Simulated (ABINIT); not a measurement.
Runs of ABINIT 10.8.3 (patched build) on SiO2. It takes space group P4_32_12 (No. 96, tetragonal). The conventional cell has a = 4.976 Å, b = 4.976 Å, c = 6.901 Å, α = 90.00°, β = 90.00°, γ = 90.00°. Si (site symmetry 2) is surrounded by 4 O at 1.61 Å. O (site symmetry 1) has 2 Si at 1.61 Å as nearest neighbours. The cell comes from a database or a generator and needn't be the stable form of this composition.

```tsv
task	level	potentials or basis	cell	k mesh	cell freedom (optcell)	cutoff smearing ecutsm (Ha)	optimiser (ionmov)	force stop (Ha/bohr)	mesh quality	gap on the mesh (eV)	pressure (GPa)	largest force (eV/Å)
band structure	LDA	JTH PAW LDA v2.0	as given	6 × 6 × 4	-	-	-	-	not flagged	5.47	-2.8	0.18
band structure	PBEsol	JTH PAW PBE v2.0	as given	5 × 5 × 3	-	-	-	-	not flagged	5.66	(a)	0.05
band structure	PBE	JTH PAW PBE v2.0	as given	6 × 6 × 4	-	-	-	-	not flagged	5.72	(b)	0.14
relaxation of cell and atoms	PBEsol	JTH PAW PBE v2.0	relaxed	3 × 3 × 2	2	0.5	2	0.0002	coarse	(c)	0.0	-
```

Alike in all rows: no spin polarisation; cutoff (eV) 626; smearing fermi-dirac 0.05 eV.

Question: Fill in the values left out.

Answer: (a) 0.8; (b) 3.0; (c) 5.60.

Caveats: some runs use coarse meshes; the atomic spheres overlap; the PAW data sets were made with another functional, which shifts forces and pressure a little (some runs).

